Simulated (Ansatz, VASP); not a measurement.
# One calculation of Ta2N, two programs

```
CELL_PARAMETERS angstrom
3.11286 0.00000 0.00000
-1.55643 2.69582 0.00000
0.00000 0.00000 4.86984
ATOMIC_POSITIONS crystal
Ta 0.66667 0.33333 0.74529
Ta 0.33333 0.66667 0.25471
N 0.00000 0.00000 0.00000
```

The cell comes from a database or a generator and needn't be the stable form of this composition.

Alike in both runs: task single point; functional PBE; k mesh 6 × 6 × 4; occupations gaussian, width 0.1 eV; no spin polarisation.

|  | VASP | Ansatz |
| --- | --- | --- |
| version | VASP 6.6.1 | Ansatz 0.2.0 |
| potentials or method | VASP PAW PBE potentials, release 64 (Ta_pv, N) | scalar-relativistic, plane waves, PAW |
| plane-wave cutoff (eV) | 520 | 420 |
| valence electrons in the cell | 27 | 31 |

Ansatz gave:

```
gap on the k mesh at the Fermi level (eV)       : none
pressure (GPa)                                  : -1.2
largest component of the traceless stress (GPa) : 0.41
rms of the force components (eV/Å)              : 0.131
```

Problem. What did VASP give for the same quantities?

Solution. gap on the k mesh at the Fermi level (eV): none; pressure (GPa): -0.8; largest component of the traceless stress (GPa): 0.33; rms of the force components (eV/Å): 0.111.

Atom by atom the forces differ by 0.020 eV/Å (rms over components). A gap of «none» marks a metal or a gap that the smearing closes. The two sets of potentials don't hold the same shells in valence.

Caveats: the k mesh is coarse (spacing up to 0.39 Å⁻¹), so the values aren't converged. Spin-orbit coupling is left out, which matters for the levels of Ta.
